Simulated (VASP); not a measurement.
# S (Fm-3m) in VASP: notebook

One crystal, S, is run at these levels: PBE+D3(BJ); tasks: single point.

Everything below comes from runs of VASP 6.6.1. Logs are shortened: lines on timing, memory, paths and dates and some standing lists are left out, and cuts for length are marked.

### 1 The cell of the first run

Symmetry: Fm-3m, No. 225, cubic system. The conventional cell has a = 3.869 Å, b = 3.869 Å, c = 3.869 Å, α = 90.00°, β = 90.00°, γ = 90.00°. S (site symmetry m-3m) has 12 S at 2.74 Å as nearest neighbours.

This isn't the form of S at room conditions, which is orthorhombic, of S8 rings.

### 2 Single point, PBE+D3(BJ) (strain -0.030 along x and y, -0.030 along z, atoms carried along)

Contents of INCAR:

```
SYSTEM = S
ALGO = Normal
EDIFF = 1E-7
ENCUT = 520
GGA = PE
ISIF = 2
ISMEAR = 0
IVDW = 12
LASPH = .True.
LCHARG = .False.
LREAL = .False.
LWAVE = .False.
NBANDS = 9
NELM = 100
PREC = Accurate
SIGMA = 0.15
```

Contents of KPOINTS:

```
k-points
0
Gamma
  20 20 20
  0 0 0
```

Contents of POSCAR:

```
S
1.0
    0.0000000000      1.9345198337      1.9345198337
    1.9345198337      0.0000000000      1.9345198337
    1.9345198337      1.9345198337      0.0000000000
S
1
Direct
    0.0000000000      0.0000000000      0.0000000000
```

Potentials or basis: VASP PAW PBE potentials, release 64 (S).

Run with:

```console
> cat potpaw_PBE.64/S/POTCAR > POTCAR
> mpirun -np 1 vasp_std > vasp.out
```

OUTCAR:

```text
SYSTEM = S
   EDIFF = 1E-7
   ENCUT = 520
   GGA = PE
   ISIF = 2
   ISMEAR = 0
   IVDW = 12
   LASPH = .True.
   LREAL = .False.
   NELM = 100
   PREC = Accurate
 IVDW          = 12

 ion  position               nearest neighbor table
   1  0.000  0.000  0.000-

  LATTYP: Found a face centered cubic cell.
 ALAT       =     3.8690396674

  Lattice vectors:

 A1 = (   0.0000000000,   1.9345198337,   1.9345198337)
 A2 = (   1.9345198337,   0.0000000000,   1.9345198337)
 A3 = (   1.9345198337,   1.9345198337,   0.0000000000)

Analysis of symmetry for initial positions (statically):
=====================================================================
 Subroutine PRICEL returns:
 Original cell was already a primitive cell.

 Routine SETGRP: Setting up the symmetry group for a
 face centered cubic supercell.

 Subroutine GETGRP returns: Found 48 space group operations
 (whereof 48 operations were pure point group operations)
 out of a pool of 48 trial point group operations.

The static configuration has the point symmetry O_h .

Analysis of symmetry for dynamics (positions and initial velocities):
=====================================================================
 Subroutine PRICEL returns:
 Original cell was already a primitive cell.

 Routine SETGRP: Setting up the symmetry group for a
 face centered cubic supercell.

 Subroutine GETGRP returns: Found 48 space group operations
 (whereof 48 operations were pure point group operations)
 out of a pool of 48 trial point group operations.

The dynamic configuration has the point symmetry O_h .

 Subroutine INISYM returns: Found 48 space group operations
 (whereof 48 operations are pure point group operations),
 and found     1 'primitive' translations

----------------------------------------------------------------------------------------

                                     Primitive cell

  volume of cell :      14.4794

  direct lattice vectors                    reciprocal lattice vectors
     0.000000000  1.934519834  1.934519834    -0.258462070  0.258462070  0.258462070
     1.934519834  0.000000000  1.934519834     0.258462070 -0.258462070  0.258462070
     1.934519834  1.934519834  0.000000000     0.258462070  0.258462070 -0.258462070

  length of vectors
     2.735824185  2.735824185  2.735824185     0.447669436  0.447669436  0.447669436

  position of ions in fractional coordinates (direct lattice)
     0.000000000  0.000000000  0.000000000

  ion indices of the primitive-cell ions
[... 79 lines left out ...]
   NFREE  =      0    steps in history (QN), initial steepest desc. (CG)
   ISIF   =      2    stress and relaxation
   ISYM   =      2    0-nonsym 1-usesym 2-fastsym
   POTIM  = 0.5000    time-step for ionic-motion
   TEBEG  =    0.0;   TEEND  =   0.0 temperature during run
   PSTRESS=    0.0 pullay stress
   NELECT =       6.0000    total number of electrons
   NUPDOWN=      -1.0000    fix difference up-down
   EMIN   =  10.00;   EMAX   =-10.00  energy-range for DOS
   EFERMI =   0.00;   METHOD = LEGACY
   ISMEAR =     0;   SIGMA  =   0.15  broadening in eV -4-tet -1-fermi 0-gaus
   EFERMI_NEDOS =   21; number of points for ismear=-14 and -15
   IALGO  =     38    algorithm
   IMIX   =      4    mixing-type and parameters
     AMIX     =   0.40;   BMIX     =  1.00
     AMIX_MAG =   1.60;   BMIX_MAG =  1.00
  volume/ion in A,a.u.               =      14.48        97.71
  Fermi-wavevector in a.u.,A,eV,Ry     =   1.220512  2.306433 20.267913  1.489650
  Thomas-Fermi vector in A             =   2.355727
   LORBIT       =      0    0 simple, 1 ext, 2 COOP (PROOUT), +10 PAW based schemes
   GGA     = PE    functional components
   LHFCALC =     F    Hartree Fock is set to
   AEXX    =    0.0000 exact exchange contribution
   IVDW    =    12    specifies the selected vdW correction
   LEPSILON=     F    determine dielectric tensor
   LRPA    =     F    only Hartree local field effects (RPA)
 non-spin polarized calculation
 Gauss-broadening in eV      SIGMA  =   0.15
  energy-cutoff  :      520.00
  volume of cell :       14.48
 maximum number of plane-waves:       399
   NGX = 11   NGY = 11   NGZ = 11

 number of electron       5.9999998 magnetization

 Free energy of the ion-electron system (eV)
  ---------------------------------------------------
  ext. energy  EPLUGINS =         0.00000000
  ---------------------------------------------------
  free energy    TOTEN  =        -2.80015044 eV

  energy without entropy =       -2.79205586  energy(sigma->0) =       -2.79610315

 E-fermi :   8.8027     XC(G=0): -11.6093

 val. band max:        8.7971901406   @ k =   0.3500   0.3000   0.0000
 cond. band min:       8.8105603038   @ k =  -0.1000   0.1500   0.0500
 fundamental gap:      0.0133701632
 Fermi energy:         8.8027194734

 k-point     1 :       0.0000    0.0000    0.0000
  band No.  band energies     occupation
      1      -8.8647      2.00000
      2      12.4934      0.00000
      3      12.4934      0.00000
      4      12.4934      0.00000
      5      20.9405      0.00000
      6      20.9405      0.00000
      7      20.9405      0.00000
      8      24.6495      0.00000
      9      26.6976      0.00000
[... 265 lines left out ...]
 k-point    24 :      -0.3500    0.0500    0.0000
  band No.  band energies     occupation
      1      -5.5641      2.00000
      2       2.8663      2.00000
      3      10.6073      0.00000
      4      11.3199      0.00000
      5      19.0852      0.00000
      6      20.5638      0.00000
      7      20.6002      0.00000
      8      27.2050      0.00000
      9      28.1005      0.00000

 [... further k-points ...]

------------------------ aborting loop because EDIFF is reached ----------------------------------------

 Edisp (eV)   -0.41951

 E8    (eV) :    -0.1499

  FORCE on cell =-STRESS in cart. coord.  units (eV):
  Direction    XX          YY          ZZ          XY          YZ          ZX
  --------------------------------------------------------------------------------------
  -------------------------------------------------------------------------------------
  Total       0.35098     0.35098     0.35098     0.00000     0.00000     0.00000
  in kB      38.83708    38.83708    38.83708     0.00000     0.00000     0.00000
  external pressure =       38.84 kB  Pullay stress =        0.00 kB

 VOLUME and BASIS-vectors are now :
 -----------------------------------------------------------------------------
  energy-cutoff  :      520.00
  volume of cell :       14.48
      direct lattice vectors                 reciprocal lattice vectors
     0.000000000  1.934519834  1.934519834    -0.258462070  0.258462070  0.258462070
     1.934519834  0.000000000  1.934519834     0.258462070 -0.258462070  0.258462070
     1.934519834  1.934519834  0.000000000     0.258462070  0.258462070 -0.258462070

 POSITION                                       TOTAL-FORCE (eV/Angst)
 -----------------------------------------------------------------------------------
      0.00000      0.00000      0.00000         0.000000      0.000000     -0.000000
 -----------------------------------------------------------------------------------
    total drift:                                0.000000     -0.000000     -0.000000

  FREE ENERGIE OF THE ION-ELECTRON SYSTEM (eV)
  ---------------------------------------------------
  free  energy   TOTEN  =        -3.2196636561 eV

  energy  without entropy=       -3.2115690750  energy(sigma->0) =       -3.21561637
```

OSZICAR:

```text
N       E                     dE             d eps       ncg     rms          rms(c)
DAV:   1     0.780193475235E+01    0.78019E+01   -0.30187E+03  4736   0.564E+02
DAV:   2    -0.260410142317E+01   -0.10406E+02   -0.99312E+01  6990   0.781E+01
DAV:   3    -0.280091533237E+01   -0.19681E+00   -0.19532E+00  5300   0.918E+00
DAV:   4    -0.280145206891E+01   -0.53674E-03   -0.53668E-03  6515   0.539E-01
DAV:   5    -0.280145267941E+01   -0.61050E-06   -0.61034E-06  5349   0.150E-02    0.932E+00
DAV:   6    -0.280010700130E+01    0.13457E-02   -0.25412E-03  5082   0.286E-01    0.558E+00
DAV:   7    -0.280018961011E+01   -0.82609E-04   -0.40877E-03  4968   0.381E-01    0.114E-01
DAV:   8    -0.280014930361E+01    0.40306E-04   -0.18944E-04  5059   0.778E-02    0.171E-02
DAV:   9    -0.280015039418E+01   -0.10906E-05   -0.24373E-06  5744   0.114E-02    0.445E-03
DAV:  10    -0.280015044014E+01   -0.45962E-07   -0.27426E-07  5244   0.398E-03
   1 F= -.32196637E+01 E0= -.32156164E+01  d E =-.809458E-02
```

stdout:

```text
POSCAR found type information on POSCAR S
 POSCAR found :  1 types and       1 ions
 scaLAPACK will be used
 LDA part: xc-table for (Slater+PW92), standard interpolation
 POSCAR, INCAR and KPOINTS ok, starting setup
 FFT: planning ... GRIDC
 FFT: planning ... GRID_SOFT
 FFT: planning ... GRID
 WAVECAR not read
 entering main loop
```

Wall time 12 s (1 thread of AMD EPYC 9R45 (Zen 5), shared host); peak memory 0.11 GiB.

Results:

* Free energy: -3.2197 eV
* Pressure: 3.9 GPa
* Band gap on the k mesh: none (metal or under the smearing width)
* Dispersion energy per atom: -0.420 eV

Levels at points of the mesh, in eV from the Fermi level:
| k point | band 1 | band 2 | band 3 | band 4 | band 5 | band 6 | band 7 | band 8 |
| --- | --- | --- | --- | --- | --- | --- | --- | --- |
| (0.00, 0.00, 0.00) | -17.67 | 3.69 | 3.69 | 3.69 | 12.14 | 12.14 | 12.14 | 15.85 |
| (0.50, 0.00, 0.00) | -12.97 | -8.24 | 2.21 | 2.21 | 9.77 | 11.30 | 11.30 | 17.50 |
| (0.50, 0.50, 0.00) | -11.03 | -7.13 | -0.91 | -0.91 | 5.15 | 5.47 | 22.70 | 24.17 |

Caveat: pairwise dispersion overbinds metals, which lowers pressure and volume.

### 3 Single point, PBE+D3(BJ) (strain -0.015 along x and y, +0.000 along z, atoms carried along)

Contents of INCAR:

```
  PREC = Accurate
  ENCUT = 520
  EDIFF = 1E-6
  ISMEAR = 0
  SIGMA = 0.15
  LREAL = F
  LASPH = T
  NELM = 100
  ALGO = Normal
  ISIF = 2
  LWAVE = F
  LCHARG = T
  GGA = PE
  IVDW = 12
  LELF = T
  LVHAR = T
  NBANDS = 9
```

Contents of KPOINTS:

```
regular mesh
0
Gamma
  20 20 20
```

Contents of POSCAR:

```
S
1.0
    0.0000000000      1.9644350888      1.9943503440
    1.9644350888      0.0000000000      1.9943503440
    1.9644350888      1.9644350888      0.0000000000
S
1
Direct
    0.0000000000      0.0000000000      0.0000000000
```

Potentials or basis: VASP PAW PBE potentials, release 64 (S).

Run with:

```console
> cat potpaw_PBE.64/S/POTCAR > POTCAR
> mpirun -np 1 vasp_std > vasp.out
```

Wall time 45 s (1 thread of AMD EPYC 9R45 (Zen 5), shared host); peak memory 0.17 GiB.

Results (log left out):

```yaml
Free_energy: -3.2261 eV
Pressure: -1.7 GPa
Band_gap_on_the_k_mesh: none (metal or under the smearing width)
Dispersion_energy_per_atom: -0.395 eV
```

Stress tensor (GPa, compression positive):
```
-2.23  0.00  0.00
 0.00 -2.23  0.00
 0.00  0.00 -0.78
```

Levels at points of the mesh, in eV from the Fermi level:
```csv
k point,band 1,band 2,band 3,band 4,band 5,band 6,band 7
"(0.00, 0.00, 0.00)",-17.01,3.33,3.34,3.34,11.98,12.19,12.19
"(0.50, 0.00, 0.00)",-12.73,-7.66,1.88,2.09,9.52,11.19,11.48
"(0.50, 0.50, 0.00)",-11.13,-6.72,-0.72,-0.72,5.46,5.85,22.16
"(0.50, 0.00, 0.50)",-10.92,-6.59,-1.00,-0.85,5.24,5.73,22.08
```

Caveat: pairwise dispersion overbinds metals, which lowers pressure and volume.
